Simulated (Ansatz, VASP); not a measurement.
## Sn2Ge in VASP and in Ansatz

INCAR

```
ALGO = Normal
EDIFF = 1E-6
ENCUT = 520
GGA = PE
ISIF = 2
ISMEAR = 0
LASPH = True
LCHARG = True
LELF = True
LREAL = False
LVHAR = True
LWAVE = False
NBANDS = 51
NELM = 100
PREC = Accurate
SIGMA = 0.1
```

KPOINTS

```
k-points
0
Gamma
  6 6 2
```

Contents of POSCAR:

```
Sn2Ge
1.0
    4.1430270400      0.0000000000      0.0000000000
   -2.0715135200      3.5879666600      0.0000000000
    0.0000000000      0.0000000000     10.1483022300
Sn Ge
4 2
Direct
    0.3333333300      0.6666666700      0.5416666700
    0.6666666700      0.3333333300      0.2083333300
    0.6666666700      0.3333333300      0.4583333300
    0.3333333300      0.6666666700      0.7916666700
    0.0000000000      0.0000000000      0.8750000000
    0.0000000000      0.0000000000      0.1250000000
```

Input for Ansatz:

```yaml
crystal:
  lattice:
    - [4.14302704, 0.0, 0.0]
    - [-2.07151352, 3.58796666, 0.0]
    - [0.0, 0.0, 10.14830223]
  atoms:
    - { symbol: Sn, position: [0.33333333, 0.66666667, 0.54166667] }
    - { symbol: Sn, position: [0.66666667, 0.33333333, 0.20833333] }
    - { symbol: Sn, position: [0.66666667, 0.33333333, 0.45833333] }
    - { symbol: Sn, position: [0.33333333, 0.66666667, 0.79166667] }
    - { symbol: Ge, position: [0.0, 0.0, 0.875] }
    - { symbol: Ge, position: [0.0, 0.0, 0.125] }
basis:
  ecutwfc: 420
kpoints:
  mp_grid: { grid: [6, 6, 2] }
hamiltonian:
  xc: pbe
scf:
  occupations: { method: gaussian, width: 0.1 }
  lower_state_search: "off"
output:
  forces: true
  stress: true
  eigenvalues: true
```

Alike in both runs: task single point; functional PBE; k mesh 6 × 6 × 2; occupations gaussian, width 0.1 eV; no spin polarisation.

```csv
,VASP,Ansatz
version,VASP 6.6.1,Ansatz 0.2.0
potentials or method,"VASP PAW PBE potentials, release 64 (Sn_d, Ge_d)","scalar-relativistic, plane waves, PAW"
plane-wave cutoff (eV),520,420
valence electrons in the cell,84,84
```

```csv
,VASP,Ansatz,Ansatz less VASP
gap on the k mesh at the Fermi level (eV),0.18,0.18,-0.003
least direct gap on the mesh (eV),0.31,0.30,-0.005
pressure (GPa),20.2,20.2,+0.07
largest component of the traceless stress (GPa),0.56,0.55,-0.006
rms of the force components (eV/Å),0.801,0.801,0.0000
```

Atom by atom the forces differ by 0.001 eV/Å (rms over components). With one functional, cell and mesh, what is left measures potentials, basis and numerics.

Caveats: so large a pressure means that the cell lies far from this level's equilibrium, or that cutoff or potentials fall short (VASP); spin-orbit coupling is left out, which moves the levels of the heavy elements; forces of over 1 eV/Å show positions far from the minimum, so gaps and moduli don't describe the material at rest.
